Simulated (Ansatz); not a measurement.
# LiF and its competing phases

All numbers below come from DFT PBE, scalar-relativistic, plane waves, PAW in Ansatz 0.2.0. Settings: cutoff 420 eV, Γ-centred meshes spaced at most about 0.3 Å⁻¹ (2π included), Gaussian smearing. No spin polarisation.

Energies over the elements count from the elements' standard structures at the same level (F₂ as a molecule), with no fitted energy shifts.

These are static total energies at zero pressure.

The competitors are the elements and 1 reference phase of this chemical system (from databases or known types: LiF), relaxed at the same level; other known phases may be missing.

The candidate was reached from: 4-connected net, two elements alternating.

```
Li F
1.0
     3.09408    1.78637    3.61437
    -3.09408    1.78637    3.61437
     0.00000   -3.57274    3.61437
Li F
5 5
Direct
  0.17775 0.17775 0.17775
  0.82225 0.82225 0.82225
  0.59602 0.00000 0.40398
  0.40398 0.59602 0.00000
  0.00000 0.40398 0.59602
  0.34802 0.34802 0.34802
  0.08558 0.50000 0.91442
  0.91442 0.08558 0.50000
  0.50000 0.91442 0.08558
  0.65198 0.65198 0.65198
```

Q: Where does it stand against these competitors?

A: Not the lowest form: another structure of the same formula lies lower. Its formation energy is -2.831 eV/atom. The lowest competing phase at this composition is this:

| phase | space group | source | share of atoms | ΔE_f (eV/atom) |
| --- | --- | --- | --- | --- |
| LiF | P6_3mc (No. 186) | Materials Project | 1.0000 | -2.953 |

The candidate lies 122 meV/atom above this phase (121 meV/atom from unrounded values). The candidate matches no cell in the subsets of the Crystallography Open Database and the Materials Project at hand. It is metastable at best. Whether it is a true minimum wasn't tested by phonons. The Crystallography Open Database lists this formula in another space group (No. 225).
